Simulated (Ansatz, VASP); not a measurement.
## H2Pb in VASP and in Ansatz

```
CELL_PARAMETERS angstrom
3.75005 0.00000 0.00000
-1.87503 3.24764 0.00000
0.00000 0.00000 3.64397
ATOMIC_POSITIONS crystal
Pb 0.00000 0.00000 0.00000
H 0.33333 0.66667 0.22862
H 0.66667 0.33333 0.77138
```

Alike in both runs: functional PBE; k mesh 11 × 11 × 6; occupations fermi-dirac, width 0.05 eV; no spin polarisation.

Ansatz relaxed the structure, and its values are those at the end. VASP's run is a single point on that final structure, the one shown.

|  | VASP | Ansatz |
| --- | --- | --- |
| version | VASP 6.6.1 | Ansatz 0.2.0 |
| potentials or method | VASP PAW PBE potentials, release 64 (Pb_d, H) | PAW with Ansatz's default frozen-core files, scalar-relativistic |
| plane-wave cutoff (eV) | 520 | 420 |
| valence electrons in the cell | 16 | 16 |

|  | VASP | Ansatz | Ansatz less VASP |
| --- | --- | --- | --- |
| pressure (GPa) | -0.1 | 0.0 | +0.11 |

Spin-orbit coupling is left out, which matters for the levels of Pb.
